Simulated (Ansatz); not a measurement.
Os, DFT, PBE, all-electron PAW with datasets made for the crystal, scalar-relativistic (Ansatz 0.2.0), run on 1 thread of Arm Neoverse V2 on a shared host.

The geometry is COD entry 1534943, unchecked; take it as a test cell. The listed cell was then made from it by scaling, straining or moving an atom.

Command: `ansatz run input.yaml --threads 1 --pin off --max-ram 2048MiB --backend cpu --events-out ev --progress --plain --runs-dir out`

```yaml
crystal:
  lattice:
    - [0.0, 1.9831469396, 1.9831469396]
    - [1.9831469396, 0.0, 1.9831469396]
    - [1.9831469396, 1.9831469396, 0.0]
  atoms:
    - { symbol: Os, position: [0.0, 0.0, 0.0] }
kpoints:
  mp_grid: { grid: [14, 14, 14] }
scf:
  occupations: { method: fermi_dirac, width: 0.03 }
hamiltonian:
  xc: pbe
  pseudopotentials: { kind: all_electron, datasets: crystal }
output:
  forces: true
  stress: true
  eigenvalues: true
  efg: { contact_densities: true }
```

(1) How large is the problem that the program sets up?

(2) Estimate the wall time and the peak memory.

(3) And the same cell and mesh by LAPW (all electrons), asked for forces, stress, eigenvalues, on the same hardware?

## Answers

(1) 104 irreducible k-points, 169 plane waves at Γ, 8 bands.

(2) 4.6 s of wall time for 7 SCF iterations, with a peak of 0.41 GiB. Times on shared machines scatter by tens of per cent.

(3) 12 s, peak memory 0.35 GiB.
